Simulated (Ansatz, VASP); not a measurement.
## One calculation of MgB5, two programs

```
Mg B
1.0
     4.31444    0.00000    0.00000
    -2.15722    3.73642    0.00000
     0.00000    0.00000    2.88229
Mg B
1 5
Direct
  0.00000 0.00000 0.00000
  0.50000 0.00000 0.50000
  0.50000 0.50000 0.50000
  0.00000 0.50000 0.50000
  0.33333 0.66667 0.00000
  0.66667 0.33333 0.00000
```

Change from the starting cell: species swapped into the TbCu5 type (P6/mmm, No. 191).

Alike in both runs: functional PBE; k mesh 12 × 12 × 14; occupations gaussian, width 0.1 eV; no spin polarisation.

Ansatz relaxed the structure, and its values are those at the end. VASP's run is a single point on that final structure, the one shown.

|  | VASP | Ansatz |
| --- | --- | --- |
| version | VASP 6.6.1 | Ansatz 0.2.0 |
| potentials or method | VASP PAW PBE potentials, release 64 (Mg, B) | scalar-relativistic, plane waves, PAW |
| plane-wave cutoff (eV) | 520 | 420 |
| valence electrons in the cell | 17 | 25 |

|  | VASP | Ansatz | Ansatz less VASP |
| --- | --- | --- | --- |
| gap on the k mesh at the Fermi level (eV) | none | none | - |
| pressure (GPa) | -0.2 | 0.0 | +0.21 |

A gap of «none» marks a metal or a gap that the smearing closes. The two sets of potentials don't hold the same shells in valence.
